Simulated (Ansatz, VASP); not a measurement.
# SiC62: VASP beside Ansatz, part 2 of 2

Wanted: the spread between two codes on one cell, functional and k mesh. The cell is taken from a series of runs on this material, whose earlier steps may have relaxed, scaled, displaced or heated it; both programs get it as it stands.

VASP 6.6.1 and Ansatz 0.2.0.

So far: Starting point; Ansatz: single point, HSE06.

In doubt: a hybrid run on one k-point (step 2), which bears on gaps, levels and energies.

### Step 3. VASP: single point, HSE06

Level of this step: HSE06, spin-polarised from a ferromagnetic start; plane waves and PAW (C, Si) (VASP).

The same cell, functional, mesh and smearing now go to VASP, with its own data sets.

Lines of VASP's logs that name or quote its potential files are left out, and so is its time.

The run reads the wave functions of an earlier VASP run, which isn't shown here.

INCAR reads:

```
SYSTEM = SiC62
PREC = Accurate
ENCUT = 520
EDIFF = 1E-06
NELM = 100
ISMEAR = -1
SIGMA = 0.01
LREAL = Auto
ALGO = Normal
LHFCALC = .TRUE.
AEXX = 0.25
GGA = PE
HFSCREEN = 0.208
LASPH = .TRUE.
NBANDS = 170
ISPIN = 2
MAGMOM = 0.01 0.02 0.02 0.01 0 0.01 0.01 0 0.02 0.01 0.01 0.11 0 0 0 0.02 0 0.01 0.02 0.02 0.02 0.11 0.02 0 0.02 0.11 0.01 0.01 0 0.01 0 0.02 0.01 0 0.02 0.02 0.11 0.02 0.02 0 0.11 0.02 0.01 0.01 0.01 0 0 0 0 0 0 0.01 0.01 0.01 0.01 0.01 0.01 0 0.11 0.02 0.02 0.02 0.01
PRECFOCK = Fast
LORBIT = 11
LWAVE = .FALSE.
LCHARG = .FALSE.
ISIF = 2
NUPDOWN = 2
```

POSCAR reads:

```
SiC62
1.0
    7.1431247189      0.0000000000      0.0000000000
    0.0000000000      7.1431247189      0.0000000000
    0.0000000000      0.0000000000      7.1431247189
C Si
62 1
Direct
    0.0011677865      0.9997100759      0.9992540427
    0.9990257098      0.2479449174      0.2472185909
    0.2494026281      0.9975679991      0.2472185909
    0.2524517730      0.2509940623      0.9969274073
    0.1262807403      0.1248230296      0.1222307329
    0.1222482154      0.3735731633      0.3702291514
    0.3750308740      0.1207905047      0.3702291514
    0.3757760528      0.3743183421      0.1238506751
    0.0006592532      0.9992015425      0.4992541344
    0.0034944219      0.2509940623      0.7479700563
    0.2524517730      0.0020367113      0.7479700563
    0.2477439669      0.2462862562      0.4856753670
    0.1290341910      0.1275764803      0.6219142508
    0.1290341910      0.3770498677      0.8713876382
    0.3785075784      0.1275764803      0.8713876382
    0.0006592532      0.4997099842      0.9997625760
    0.9979987479      0.7484524101      0.2505117085
    0.2459985408      0.4997014665      0.2464792948
    0.2494026281      0.7517455277      0.0013961194
    0.1229877858      0.6253268590      0.1232569224
    0.1229877858      0.8757071961      0.3736372596
    0.3614380145      0.6269910712      0.3719730473
    0.3750248740      0.8740730153      0.1248911033
    0.9996188133      0.4989555254      0.5000085932
    0.9990257098      0.7517455277      0.7510192011
    0.2477439669      0.5132887516      0.7526778624
    0.2459985408      0.7524848238      0.4992626521
    0.1222482154      0.6287349672      0.6253909552
    0.1262807403      0.8767333856      0.8741410890
    0.3750308740      0.6287349672      0.8781736139
    0.3757760528      0.8751134435      0.6246457765
    0.5011676948      0.9992015425      0.9997625760
    0.5011591771      0.2445408301      0.2464792948
    0.7499101207      0.9965410372      0.2505117085
    0.7532032383      0.2479449174      0.0013961194
    0.6267845697      0.1215300751      0.1232569224
    0.6284487819      0.3599803038      0.3719730473
    0.8771649068      0.1215300751      0.3736372596
    0.8755307260      0.3735671633      0.1248911033
    0.5004132360      0.9981611026      0.5000085932
    0.5147464623      0.2462862562      0.7526778624
    0.7532032383      0.9975679991      0.7510192011
    0.7539425344      0.2445408301      0.4992626521
    0.6301926778      0.1207905047      0.6253909552
    0.6301926778      0.3735731633      0.8781736139
    0.8781910963      0.1248230296      0.8741410890
    0.8765711541      0.3743183421      0.6246457765
    0.5004132360      0.4989555254      0.0008030159
    0.4976836364      0.7457008527      0.2532632659
    0.7471585633      0.4962259258      0.2532632659
    0.7499101207      0.7484524101      0.0024230814
    0.6237405518      0.6222828411      0.1277259759
    0.6237405518      0.8712381427      0.3766812775
    0.8726958533      0.6222828411      0.3766812775
    0.8750227007      0.8735649901      0.1253991285
    0.5011591771      0.7524848238      0.7544232885
    0.7539425344      0.4997014665      0.7544232885
    0.7471585633      0.7457008527      0.5027381928
    0.6284487819      0.6269910712      0.6389838148
    0.6267845697      0.8757071961      0.8774340434
    0.8771649068      0.6253268590      0.8774340434
    0.8755307260      0.8740730153      0.6253969552
    0.4380714862      0.4366137755      0.5623503431
```

KPOINTS reads:

```
Automatic mesh
0
Gamma
1 1 1
0 0 0
```

Potentials, in the order of the species: C and Si (PBE family, release 64).

Launch:

```bash
$ export OMP_NUM_THREADS=3
$ mpirun -np 1 vasp_gam
```

Numbers of over 12 decimals in the logs are rounded to 6 here.

Log:

```text
[banner, memory and clock lines left out]
running    1 mpi-ranks, on    1 nodes
[...]
Offloading initialized ...    1 GPUs detected
[...]
LDA part: xc-table for (Slater+PW92), standard interpolation
 found WAVECAR, reading the header
 POSCAR, INCAR and KPOINTS ok, starting setup
[...]
reading WAVECAR
 the WAVECAR file was read successfully
 initial charge from wavefunction
 entering main loop
       N       E                     dE             d eps       ncg     rms          rms(c)
DAV:   1    -0.649734943688E+03   -0.64973E+03   -0.84640E+00   720   0.767E+00    0.497E+00
DAV:   2    -0.649758208129E+03   -0.23264E-01   -0.13776E-01   768   0.846E-01    0.307E+00
DAV:   3    -0.649740664213E+03    0.17544E-01   -0.16515E-02   800   0.315E-01    0.172E+00
DAV:   4    -0.649735588598E+03    0.50756E-02   -0.49682E-03   776   0.177E-01    0.942E-01
[...]
DAV:   9    -0.649733622624E+03    0.93528E-05   -0.45974E-06   694   0.631E-03    0.496E-02
DAV:  10    -0.649733620407E+03    0.22168E-05   -0.14648E-06   460   0.376E-03    0.275E-02
DAV:  11    -0.649733620195E+03    0.21252E-06   -0.47635E-07   430   0.227E-03
   1 F= -.64973362E+03 E0= -.64973362E+03  d E =-.842722E-12  mag=     2.0000
```

OUTCAR, selected parts (step 3):

```text
  FREE ENERGIE OF THE ION-ELECTRON SYSTEM (eV)
  ---------------------------------------------------
  free  energy   TOTEN  =      -649.7336201946 eV

  energy  without entropy=     -649.7336201946  energy(sigma->0) =     -649.73362019

 magnetization (x)
# of ion       s       p       d       tot
------------------------------------------
    1        0.000   0.007   0.000   0.007
    2        0.001   0.019   0.000   0.020
    3        0.001   0.019   0.000   0.020
    4        0.000   0.006   0.000   0.006
    5       -0.000   0.005   0.000   0.004
    6       -0.000   0.010   0.000   0.010
    7       -0.000   0.010   0.000   0.010
    8       -0.000   0.004   0.000   0.004
    9        0.001   0.020   0.000   0.022
   10        0.000   0.006   0.000   0.006
   11        0.000   0.006   0.000   0.006
   12        0.013   0.129   0.000   0.142
   13       -0.001   0.003   0.000   0.002
[...]
--------------------------------------------------
tot          0.074   1.310   0.000   1.384

[... 1 further part left out ...]
```

The run ends at a pressure of -3.99 GPa, with forces up to 0.27 eV/Å.

### Step 4. Comparison

Known differences besides the potentials themselves: exact exchange at q = 0 is treated differently, which shows on coarse meshes; VASP keeps PBE cores, Ansatz makes them for the functional; the cutoff is 420 eV in Ansatz and 520 eV in VASP (PREC = Accurate, projectors in real space); VASP takes a coarser grid for exact exchange (PRECFOCK = Fast); site moments are counted in spheres of each program's own size. Total energies have different zeros and are not compared.

Compared:

| quantity | Ansatz | VASP | difference |
| --- | --- | --- | --- |
| total moment, fixed by the input (μB) | 2.00 | 2.00 | 0.00 |
| moment on C12 (μB) | 0.11 | 0.14 | -0.03 |
| moment on C22 (μB) | 0.11 | 0.14 | -0.03 |
| moment on C26 (μB) | 0.11 | 0.14 | -0.03 |
| moment on C37 (μB) | 0.11 | 0.14 | -0.03 |
| moment on C41 (μB) | 0.11 | 0.14 | -0.03 |
| moment on C59 (μB) | 0.11 | 0.14 | -0.03 |
| moment on Si63 (μB) | 0.01 | -0.06 | +0.07 |

Forces on 10 of the 63 atoms, those with the largest forces and the largest differences (eV/Å; atoms numbered as in POSCAR):

| atom | Ansatz x, y, z | VASP x, y, z |
| --- | --- | --- |
| C12 | 0.108, 0.108, -0.216 | 0.131, 0.131, -0.184 |
| C13 | 0.186, 0.186, 0.067 | 0.187, 0.187, 0.061 |
| C14 | 0.186, -0.067, -0.186 | 0.187, -0.061, -0.187 |
| C15 | -0.067, 0.186, -0.186 | -0.061, 0.187, -0.187 |
| C26 | 0.108, 0.216, -0.108 | 0.131, 0.184, -0.131 |
| C37 | -0.108, -0.214, 0.108 | -0.132, -0.191, 0.132 |
| C41 | 0.216, 0.108, -0.108 | 0.184, 0.131, -0.131 |
| C49 | 0.067, -0.187, 0.187 | 0.061, -0.187, 0.187 |
| C50 | -0.187, 0.067, 0.187 | -0.187, 0.061, 0.187 |
| C58 | -0.187, -0.187, -0.067 | -0.187, -0.187, -0.061 |

The forces differ by 9.5 meV/Å r.m.s., which is 10.2 % of the r.m.s. force of 0.093 eV/Å (both taken over all components).

### Step 5. Summary of results

| Item | Value |
| --- | --- |
| r.m.s. force difference (single point, HSE06) | 9.5 meV/Å |

In words: The r.m.s. force difference is 9.5 meV/Å (single point, HSE06), within the 12 meV/Å picked in this series as the mark of a large difference. Such differences can come from data sets, numerical settings and the points named under the comparisons, not from the functional's error against experiment.

[Lines on the potential files, build, host, timing and source positions are cut from VASP's logs without a mark.]

[Logs are printed without paths, hosts, clocks, repeated set-up lines and the standing remarks that a program may print on its own settings, such as how far it seeks lower states.]

[Hosts, paths, dates, database ids (printed as entryN), source tags and the programs' standing remarks are cut or masked in the printed files.]
